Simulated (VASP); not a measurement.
# P (P2/m) in VASP: notebook

Runs on P. Level: PBE. Tasks: single point.

All numbers are computed with VASP 6.6.1; they aren't measurements. Logs are shortened: lines on timing, memory, paths and dates and some standing lists are left out, and cuts for length are marked.

### 1 Starting point

It takes space group P2/m (No. 10, monoclinic). Conventional cell: a = 2.425 Å, b = 2.439 Å, c = 4.852 Å, α = 90.00°, β = 90.24°, γ = 90.00°. P (site symmetry m) has 6 P at 2.42 to 2.44 Å as nearest neighbours.

This isn't the form of P at room conditions, which is orthorhombic.

### 2 Single point, PBE

INCAR reads:

```
PREC = Accurate
ENCUT = 460
EDIFF = 1E-6
ISMEAR = 0
SIGMA = 0.1
LREAL = False
LASPH = True
NELM = 100
ALGO = Normal
ISIF = 2
LWAVE = False
LCHARG = False
GGA = PE
ADDGRID = False
```

KPOINTS reads:

```
regular mesh
0
Gamma
  14 14 7
```

POSCAR reads:

```
P
1.0
    2.4246941115      0.0000000000      0.0000000000
    0.0000000000      2.4385351442      0.0000000000
   -0.0203144631      0.0000000000      4.8524328982
P
2
Direct
   -0.0009640000     -0.0137570000      0.7520410000
    1.0088450000      0.0001830000      0.2407300000
```

Potentials or basis: VASP PAW PBE potentials, release 64 (P).

Command:

```bash
> cat potpaw_PBE.64/P/POTCAR > POTCAR
> mpirun -np 1 vasp_std > vasp.out
```

OUTCAR:

```text
PREC = Accurate
   ENCUT = 460
   EDIFF = 1E-6
   ISMEAR = 0
   LREAL = False
   LASPH = True
   NELM = 100
   ISIF = 2
   GGA = PE

 Found    688 irreducible k-points:

 Following reciprocal coordinates:
            Coordinates               Weight
  0.000000  0.000000  0.000000      1.000000
  0.071429  0.000000  0.000000      2.000000
  0.142857  0.000000  0.000000      2.000000
  0.214286  0.000000  0.000000      2.000000
  0.285714  0.000000  0.000000      2.000000
  0.357143  0.000000  0.000000      2.000000
   k-points           NKPTS =    688   k-points in BZ     NKDIM =    688   number of bands    NBANDS=      9
   number of dos      NEDOS =    301   number of ions     NIONS =      2
   total plane-waves  NPLWV =  11664
   dimension x,y,z NGX =    18 NGY =   18 NGZ =   36
   dimension x,y,z NGXF=    36 NGYF=   36 NGZF=   72
   ions per type =               2
   NGX,Y,Z   is equivalent  to a cutoff of  12.34, 12.27, 12.33 a.u.
   NGXF,Y,Z  is equivalent  to a cutoff of  24.68, 24.54, 24.67 a.u.
 SYSTEM =  unknown system
   PREC   = accura    normal or accurate (medium, high low for compatibility)
   ISTART =      0    job   : 0-new  1-cont  2-samecut
   ICHARG =      2    charge: 1-file 2-atom 10-const
   ISPIN  =      1    spin polarized calculation?
   LNONCOLLINEAR =      F non collinear calculations
   LSORBIT =      F    spin-orbit coupling
   LASPH  =      T    aspherical Exc in radial PAW
   ENCUT  =  460.0 eV  33.81 Ry    5.81 a.u.   4.24  4.26  8.49*2*pi/ulx,y,z
   NELM   =    100;   NELMIN=  2; NELMDL= -5     # of ELM steps
   EDIFF  = 0.1E-05   stopping-criterion for ELM
   LREAL  =      F    real-space projection
   EDIFFG = 0.1E-04   stopping-criterion for IOM
   NSW    =      0    number of steps for IOM
   IBRION =     -1    ionic relax: 0-MD 1-quasi-New 2-CG
   NFREE  =      0    steps in history (QN), initial steepest desc. (CG)
   ISIF   =      2    stress and relaxation
   ISYM   =      2    0-nonsym 1-usesym 2-fastsym
   POTIM  = 0.5000    time-step for ionic-motion
   TEBEG  =    0.0;   TEEND  =   0.0 temperature during run
   PSTRESS=    0.0 pullay stress
   NELECT =      10.0000    total number of electrons
   NUPDOWN=      -1.0000    fix difference up-down
   EMIN   =  10.00;   EMAX   =-10.00  energy-range for DOS
   EFERMI =   0.00;   METHOD = LEGACY
   ISMEAR =     0;   SIGMA  =   0.10  broadening in eV -4-tet -1-fermi 0-gaus
   EFERMI_NEDOS =   21; number of points for ismear=-14 and -15
   IALGO  =     38    algorithm
   IMIX   =      4    mixing-type and parameters
     AMIX     =   0.40;   BMIX     =  1.00
     AMIX_MAG =   1.60;   BMIX_MAG =  1.00
  volume/ion in A,a.u.               =      14.35        96.81
  Fermi-wavevector in a.u.,A,eV,Ry     =   1.152107  2.177167 18.059715  1.327352
  Thomas-Fermi vector in A             =   2.288761
   LORBIT       =      0    0 simple, 1 ext, 2 COOP (PROOUT), +10 PAW based schemes
   GGA     = PE    functional components
   LHFCALC =     F    Hartree Fock is set to
   AEXX    =    0.0000 exact exchange contribution
   IVDW    =     0    specifies the selected vdW correction
   LEPSILON=     F    determine dielectric tensor
   LRPA    =     F    only Hartree local field effects (RPA)
 non-spin polarized calculation
 Gauss-broadening in eV      SIGMA  =   0.10
  energy-cutoff  :      460.00
  volume of cell :       28.69
 maximum number of plane-waves:       656
 NGX is ok and might be reduce to    18
   NGX =  9   NGY =  9   NGZ = 17

 number of electron      10.0000000 magnetization

 Free energy of the ion-electron system (eV)
  ---------------------------------------------------
  ext. energy  EPLUGINS =         0.00000000
  ---------------------------------------------------
  free energy    TOTEN  =       -10.54116382 eV

  energy without entropy =      -10.53783076  energy(sigma->0) =      -10.53949729

 E-fermi :   9.8513     XC(G=0): -11.3405

 val. band max:        9.8486662436   @ k =   0.0714   0.2857   0.4286
 cond. band min:       9.8538583803   @ k =   0.0714   0.2143   0.4286
 fundamental gap:      0.0051921367
 Fermi energy:         9.8513480195

 k-point     1 :       0.0000    0.0000    0.0000
  band No.  band energies     occupation
      1      -6.8086      2.00000
      2      -2.3626      2.00000
      3       1.0688      2.00000
      4      14.7976      0.00000
      5      15.0231      0.00000
      6      15.0491      0.00000
      7      16.5894      0.00000
      8      16.6603      0.00000
      9      17.7542      0.00000

 k-point     2 :       0.0714    0.0000    0.0000
  band No.  band energies     occupation
      1      -6.6901      2.00000
      2      -2.2435      2.00000
      3       1.1762      2.00000
      4      13.0390      0.00000
      5      14.8912      0.00000
      6      15.1256      0.00000
      7      16.1932      0.00000
      8      16.6972      0.00000
      9      17.8174      0.00000

 k-point     3 :       0.1429    0.0000    0.0000
  band No.  band energies     occupation
      1      -6.3363      2.00000
      2      -1.8874      2.00000
      3       1.4950      2.00000
      4      10.4471      0.00000
      5      13.8475      0.00000
      6      15.1699      0.00000
      7      15.4068      0.00000
      8      16.9726      0.00000
      9      18.0778      0.00000

 k-point     4 :       0.2143    0.0000    0.0000
  band No.  band energies     occupation
      1      -5.7532      2.00000
      2      -1.2983      2.00000
      3       2.0129      2.00000
      4       7.9472      2.00000
      5      11.5278      0.00000
      6      15.6182      0.00000
      7      15.8492      0.00000
      8      17.1104      0.00000
      9      17.4398      0.00000

 k-point     5 :       0.2857    0.0000    0.0000
  band No.  band energies     occupation
      1      -4.9551      2.00000
      2      -0.4846      2.00000
      3       2.7008      2.00000
      4       5.6261      2.00000
      5       9.3218      2.00000
      6      14.7725      0.00000
      7      16.2077      0.00000
      8      16.4489      0.00000
      9      17.9734      0.00000

 k-point     6 :       0.3571    0.0000    0.0000
  band No.  band energies     occupation
      1      -3.9785      2.00000
      2       0.5342      2.00000
      3       3.4508      2.00000
      4       3.5892      2.00000
      5       7.2891      2.00000
      6      12.7879      0.00000
      7      16.8709      0.00000
      8      17.1085      0.00000
      9      18.5614      0.00000

 [... further k-points ...]

------------------------ aborting loop because EDIFF is reached ----------------------------------------

  FORCE on cell =-STRESS in cart. coord.  units (eV):
  Direction    XX          YY          ZZ          XY          YZ          ZX
  --------------------------------------------------------------------------------------
  -------------------------------------------------------------------------------------
  Total        0.5561212      0.3410416      0.5287259     -0.0186799     -0.0132475      0.0119165
  in kB       31.0552126     19.0446260     29.5253897     -1.0431339     -0.7397741      0.6654447
  external PRESSURE =      26.5417428 kB  Pullay stress =       0.0000000 kB

 VOLUME and BASIS-vectors are now :
 -----------------------------------------------------------------------------
  energy-cutoff  :      460.00
  volume of cell :       28.69
      direct lattice vectors                 reciprocal lattice vectors
     2.424694112  0.000000000  0.000000000     0.412423157  0.000000000  0.001726589
     0.000000000  2.438535144  0.000000000     0.000000000  0.410082259  0.000000000
    -0.020314463  0.000000000  4.852432898     0.000000000  0.000000000  0.206082190

 POSITION                                       TOTAL-FORCE (eV/Angst)
 -----------------------------------------------------------------------------------
      2.40708      2.40499      3.64923         0.037501      0.055055     -0.010417
      0.01656      0.00045      1.16813        -0.037501     -0.055055      0.010417
 -----------------------------------------------------------------------------------
    total drift:                               -0.000001      0.000000     -0.000001

  FREE ENERGIE OF THE ION-ELECTRON SYSTEM (eV)
  ---------------------------------------------------
  free  energy   TOTEN  =       -10.5411638183 eV

  energy  without entropy=      -10.5378307602  energy(sigma->0) =      -10.53949729
```

It took 1.8 min on 1 thread of Intel Xeon Platinum 8259CL at 2.50GHz (Skylake/Cascade Lake), shared host; peak memory 0.23 GiB.

These settings aren't checked as converged: the numbers below hold their error.

What came out:

```
Free energy            : -10.5412 eV
Pressure               : 2.7 GPa
Largest force          : 0.067 eV/Å
Band gap on the k mesh : none (metal or under the smearing width)
```

### 3 Single point, PBE

Changes to INCAR since step 2:

```diff
@@ -4,3 +4,3 @@
 ISMEAR = 0
-SIGMA = 0.1
+SIGMA = 0.4
 LREAL = False
```

KPOINTS is that of step 2.

POSCAR reads:

```
P
1.0
    2.4246941115      0.0000000000      0.0000000000
    0.0000000000      2.4385351442      0.0000000000
   -0.0203144631      0.0000000000      4.8524328982
P
2
Direct
    0.0000000300      0.0000000000      0.7494253600
    0.9999999700      0.0000000000      0.2505746400
```

Potentials or basis: VASP PAW PBE potentials, release 64 (P).

Command:

```bash
> cat potpaw_PBE.64/P/POTCAR > POTCAR
> mpirun -np 1 vasp_std > vasp.out
```

Wall time 43 s (1 thread of Intel Xeon Platinum 8259CL at 2.50GHz (Skylake/Cascade Lake), shared host); peak memory 0.18 GiB.

These settings aren't checked as converged: the numbers below hold their error.

What came out:

```yaml
Free_energy: -10.5693 eV
Pressure: 2.7 GPa
Largest_force: 0.006 eV/Å
Band_gap_on_the_k_mesh: none (metal or under the smearing width)
```

### 4 Single point, PBE

INCAR is that of step 3.

KPOINTS is that of step 3.

POSCAR reads:

```
P
1.0
    2.4246941115      0.0000000000      0.0000000000
    0.0000000000      2.4385351442      0.0000000000
   -0.0203144631      0.0000000000      4.8524328982
P
2
Direct
   -0.0009640000     -0.0137570000      0.7520410000
    1.0088450000      0.0001830000      0.2407300000
```

Command:

```bash
> cat potpaw_PBE.64/P/POTCAR > POTCAR
> mpirun -np 1 vasp_std > vasp.out
```

Run time: 2.3 min. Hardware: 1 thread of Intel Xeon Platinum 8259CL at 2.50GHz (Skylake/Cascade Lake), shared host; peak memory 0.23 GiB.

The run converged, but some of its settings lie outside the range that counts as converged, so its numbers aren't taken as properties of the crystal.

Results:

```
Free energy            : -10.5660 eV
Pressure               : 2.9 GPa
Largest force          : 0.103 eV/Å
Band gap on the k mesh : none (metal or under the smearing width)
```

(Continued in part 2 of 2.)
